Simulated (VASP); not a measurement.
Wanted: the native input for a VASP 6.6.1 run.

```yaml
Task: single point
Functional: PBEsol
Potentials_or_basis: VASP PAW PBE potentials, release 64 (Ba_sv, O)
Cutoff: 520 eV
k_mesh: 1 × 1 × 1
Occupations: fermi-dirac, width 0.1 eV
Spin: no spin polarisation
Dipole_correction: no
Further_INCAR_settings: LREAL = Auto; ALGO = Fast; EDIFF = 1e-06; NBANDS = 97
```

The structure of Ba16O (a cell with a defect) lies in POSCAR:

```
Ba16O
1.0
   10.0400000000      0.0000000000      0.0000000000
    0.0000000000     10.0400000000      0.0000000000
    0.0000000000      0.0000000000     10.0400000000
Ba O
16 1
Direct
    0.0245517928      0.0050298805      0.0460458167
    0.4300597610     -0.0054183267     -0.0158067729
   -0.0024003984      0.4901195219     -0.0023306773
    0.0014442231      0.0121015936      0.5184462151
    0.2651892430      0.2605976096      0.2734960159
    0.5363147410      0.5171215139     -0.0231175299
    0.5191533865     -0.0036653386      0.5013745020
    0.7660856574      0.2603585657      0.2964940239
    0.0165438247      0.4700398406      0.5015039841
    0.3278884462      0.7287649402      0.2697709163
    0.2516135458      0.2553486056      0.7669123506
    0.5044721116      0.4656772908      0.5145717131
    0.7494621514      0.7293227092      0.2815737052
    0.7260657371      0.1979581673      0.7507868526
    0.2230776892      0.7819322709      0.7625597610
    0.7654581673      0.7415836653      0.7233466135
    0.2215239044      0.0201394422      0.8868227092
```

The cell was built by a generator and needn't be a form met in nature.

These files were run (other wordings do the same):

INCAR

```
SYSTEM = Ba16O
PREC     = Accurate       ! precision mode
ENCUT    = 520            ! plane-wave cutoff, eV
EDIFF    = 1E-6           ! SCF threshold, eV
ISMEAR   = -1             ! smearing method
SIGMA    = 0.1            ! smearing width, eV
LREAL    = Auto         
LASPH    = .True.         ! aspherical terms in the spheres
NELM     = 80             ! most SCF steps
ALGO     = Fast           ! electronic algorithm
ISIF     = 2              ! what is computed and relaxed
LWAVE    = .False.        ! write WAVECAR
LCHARG   = .False.        ! write CHGCAR
GGA      = PS             ! functional
NBANDS   = 97             ! bands
```

KPOINTS

```
regular mesh
0
Gamma
  1 1 1
  0 0 0
```

Potentials or basis: VASP PAW PBE potentials, release 64 (Ba_sv, O).

Command:

```sh
$ cat potpaw_PBE.64/Ba_sv/POTCAR potpaw_PBE.64/O/POTCAR > POTCAR
$ mpirun -np 1 vasp_gam > vasp.out
```

It gave:

The pressure is -1.1 GPa, the largest force is 1.586 eV/Å and the band gap on the k mesh is 0.58 eV, direct.

Caveat: the PAW data sets were made with another functional, which shifts forces and pressure a little; spin-orbit coupling is left out, which moves the levels of the heavy elements.

Wall time 9.6 min on 1 thread of Intel(R) Xeon(R) Platinum 8488C (Sapphire Rapids), with other jobs on the host, peak memory 1 GiB.
